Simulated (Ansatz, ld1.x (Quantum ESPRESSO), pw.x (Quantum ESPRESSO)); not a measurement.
**Which B potential is closest to all-electron in the diamond crystal?**

All use PBE, scalar-relativistic, no spin, cutoffs from each file’s atomic test, pw.x 7.5; 11³ k-points, Fermi–Dirac smearing 0.01 Ry. Δ is the rms difference from all-electron LAPW of the E(V) curves that follow from fits to the pressures, over ±6 % in volume. Mesh and smearing are coarse and serve the comparison alone. The files are a selection: those with a ghost or negative overlap were mostly not run, and those with noisy or unconverged pressures or nearly equal Δ are left out.

All-electron: a0 = 4.053 Å (V0 = 8.32 Å³/atom), B0 = 175.9 GPa.

(1) Rank them by Δ, smallest first.
A. ultrasoft, ld1.x (Quantum ESPRESSO) 7.5, PBE; core [He], reference 2s1 2p0; waves: 2s (bound): rcut 1.05, rcutus 1.25 bohr; 2s channel at 2.75 Ry: rcut 1.05, rcutus 1.25 bohr; 2p (bound, empty): rcut 1.65, rcutus 1.85 bohr; 2p channel at -0.9 Ry: rcut 1.65, rcutus 1.85 bohr; 3d channel at 0.05 Ry: rcut 1.45, rcutus 1.95 bohr; local part: all-electron potential smoothed inside 1.00 bohr (lloc = -1); core correction: a·sin(br)/r model core inside 0.85 bohr; augmentation: PSQ, inside the norm-conserving radii.
B. norm-conserving RRKJ (Kleinman–Bylander form), ld1.x (Quantum ESPRESSO) 7.5, PBE; core [He], reference 2s2 2p1; waves: 2s (bound): rc 1.20 bohr; 2p (bound): rc 1.90 bohr; 3d channel at 0.1 Ry: rc 1.90 bohr; local part: the d channel; core correction: a·sin(br)/r model core inside 1.20 bohr; rho0 0.02.
C. norm-conserving Troullier–Martins (Kleinman–Bylander form), ld1.x (Quantum ESPRESSO) 7.5, PBE; core [He], reference 2s2 2p0; waves: 2p (bound, empty): rc 2.30 bohr; 2s (bound): rc 1.50 bohr; local part: the s channel; core correction: none.

Results:

(1) A (1.7 meV/atom), B (4.7 meV/atom), C (10.5 meV/atom).
